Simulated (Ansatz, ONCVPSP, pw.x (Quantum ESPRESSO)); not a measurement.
What a changed setting does to a pw.x run (diamond Cs)

Potential: optimised norm-conserving Vanderbilt (ONCV), ONCVPSP 4.0.1.1 (patched build), PBE; core [Kr] 4d10, reference 5s2 5p6 6s1; waves: 5s+6s: rc 3.10 bohr, ncon 4, nbas 7, qcut 3.2 1/bohr, 2 projectors; 5p: rc 2.75 bohr, ncon 3, nbas 7, qcut 4.5 1/bohr, 1 projector; d scattering state at 0.09 Ha: rc 3.00 bohr, ncon 5, nbas 8, qcut 2.9 1/bohr, 2 projectors, debl 0.8 Ha; f scattering state at 0.15 Ha: rc 3.10 bohr, ncon 3, nbas 8, qcut 3.7 1/bohr, 2 projectors, debl 1.5 Ha; local part: polynomial inside 2.05 bohr (lpopt 4, dvloc0 0 Ha); core correction: none. In the d channel the program set the typed energies aside and used 0.050, 0.850 Ha.

The reference run (k-mesh 8³, cutoffs 35/140 Ry, Fermi–Dirac 0.01 Ry, mixing_beta 0.4, conv_thr 1e-9, no spin) gives -0.01 GPa at 188.210 Å³/atom, where all-electron LAPW gives -0.00 GPa. This run, with its own iteration cap, changes ecutrho/ecutwfc to 2.

```
&control
  calculation='scf', prefix='x', pseudo_dir='./', outdir='./tmp', tstress=.true., disk_io='none'
/
&system
  ibrav=0, nat=2, ntyp=1, ecutwfc=35, ecutrho=70, nbnd=17,
  occupations='smearing', smearing='fd', degauss=0.01
/
&electrons
  conv_thr=1e-09, mixing_beta=0.4, electron_maxstep=60
/
ATOMIC_SPECIES
Cs 1.0 Cs.UPF
CELL_PARAMETERS angstrom
  0.00000000 5.73078653 5.73078653
  5.73078653 0.00000000 5.73078653
  5.73078653 5.73078653 0.00000000
ATOMIC_POSITIONS crystal
Cs 0.0000 0.0000 0.0000
Cs 0.2500 0.2500 0.2500
K_POINTS automatic
8 8 8 0 0 0
```

```bash
pw.x < Cs.scf.in > Cs.scf.out
```

Question: How does the run end?

Answer: It converges in 8 iterations; the free energy moves by +0.0 meV/atom and the pressure by +0.00 GPa. Below 4 the density is truncated and F is no longer variational, so a small shift in one case is no licence.

```
Message from routine set_cutoff:
     ecutrho < 4*ecutwfc, are you sure?
     Message from routine setup:
     using ibrav=0 with symmetry is DISCOURAGED, use correct ibrav instead
     lattice parameter (alat)  =      15.3154  a.u.
     unit-cell volume          =    2540.2081 (a.u.)^3
     number of electrons       =        18.00
     number of Kohn-Sham states=           17
     kinetic-energy cutoff     =      35.0000  Ry
     charge density cutoff     =      70.0000  Ry
     scf convergence threshold =      1.0E-09
     Exchange-correlation= PBE
     number of k points=    29  Fermi-Dirac smearing, width (Ry)=  0.0100
     iteration #  1     ecut=    35.00 Ry     beta= 0.40
     total energy              =     -82.05133929 Ry
     estimated scf accuracy    <       0.00366080 Ry
     iteration #  2     ecut=    35.00 Ry     beta= 0.40
     total energy              =     -82.05150658 Ry
     estimated scf accuracy    <       0.00065687 Ry
     iteration #  3     ecut=    35.00 Ry     beta= 0.40
     total energy              =     -82.05163648 Ry
     estimated scf accuracy    <       0.00006005 Ry
     iteration #  4     ecut=    35.00 Ry     beta= 0.40
     total energy              =     -82.05164900 Ry
     estimated scf accuracy    <       0.00000230 Ry
     iteration #  5     ecut=    35.00 Ry     beta= 0.40
     total energy              =     -82.05164997 Ry
     estimated scf accuracy    <       0.00000044 Ry
     iteration #  6     ecut=    35.00 Ry     beta= 0.40
     total energy              =     -82.05165010 Ry
     estimated scf accuracy    <       0.00000007 Ry
     iteration #  7     ecut=    35.00 Ry     beta= 0.40
     total energy              =     -82.05165012 Ry
     estimated scf accuracy    <          2.4E-09 Ry
     iteration #  8     ecut=    35.00 Ry     beta= 0.40
     the Fermi energy is     0.5673 ev
!    total energy              =     -82.05165012 Ry
     estimated scf accuracy    <          7.3E-10 Ry
     smearing contrib. (-TS)   =      -0.00989235 Ry
     The total energy is F=E-TS. E is the sum of the following terms:
     one-electron contribution =     -58.51529672 Ry
     hartree contribution      =      29.20446097 Ry
     xc contribution           =     -12.44042598 Ry
     ewald contribution        =     -40.29049604 Ry
     convergence has been achieved in   8 iterations
          total   stress  (Ry/bohr**3)                   (kbar)     P=       -0.07
     Message from routine punch:
     Nothing written, as per user request (disk_io='none')
```

The run took about 98 s on one core of a shared host (Neoverse-N1, 64 threads, 124 GiB, load 55).
